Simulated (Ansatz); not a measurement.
**An elastic constant from a strain scan in Zr**

All numbers below come from DFT PBE, scalar-relativistic, plane waves, PAW (Ansatz). Settings: plane waves to 420 eV, k-mesh 18×18×10 (Γ-centred), Gaussian smearing 0.15 eV. No spin polarisation. Energies are free energies at this smearing, counted from the undisturbed cell; pressure is positive in compression.

The undisturbed cell (as given, not relaxed at this level; it stands at 0.5 GPa):

```
CELL_PARAMETERS angstrom
3.23200 0.00000 0.00000
-1.61600 2.79899 0.00000
0.00000 0.00000 5.14700
ATOMIC_POSITIONS crystal
Zr 0.33333 0.66667 0.25000
Zr 0.66667 0.33333 0.75000
```

The cell is strained by ε times the Voigt pattern (0, 1, 0, 0, 0, 0) (xx, yy, zz, yz, xz, xy; engineering shear) with fractional coordinates fixed. The cell holds 2 atoms in V0 = 46.56 Å³. The stress column is τ = (1/V0) dE/dε, got from the stress tensor σ (compression positive) at each point as −det(1 + εP) σ : P(1 + εP)⁻¹, with P the pattern as a tensor.

| ε | ΔE (meV/atom) | τ (GPa) |
| --- | --- | --- |
| -0.0400 | 20.588 | -6.918 |
| -0.0300 | 11.796 | -5.192 |
| -0.0200 | 5.479 | -3.509 |
| -0.0100 | 1.575 | -1.875 |
| 0.0000 | 0.000 | -0.304 |
| 0.0100 | 0.655 | 1.194 |
| 0.0200 | 3.432 | 2.614 |
| 0.0300 | 8.212 | 3.952 |
| 0.0350 | 11.315 | 4.588 |
| 0.0400 | ? | ? |

Problem. Which combination of elastic constants does this scan measure, and how large is it?

Solution. For small ε, τ = τ0 + Kε with K = pᵀCp, which for this pattern is C22 in the Cartesian frame shown. The parabola through τ at ε = -0.0100, 0 and 0.0100 has slope K = 153 GPa at zero. The energies per cell, E = NΔE, of the same two points give K = 2[E(ε₊)/ε₊ − E(ε₋)/ε₋]/[(ε₊ − ε₋)V0] = 153 GPa, in agreement. These are clamped-ion values.

Problem. Predict the withheld row at ε = 0.0400 from the harmonic law, and compare.

Solution. ΔE = V0(τ0 ε + Kε²/2)/N = 16.068 meV/atom and τ = 5.83 GPa. The calculation gives 14.873 meV/atom and 5.20 GPa: the energy lies 7 % below the harmonic value, as bonds soften when stretched.

Forces appear on the atoms along this scan, and letting them relax would lower the energy and soften the response. In a metal these slopes depend on the k mesh and the smearing.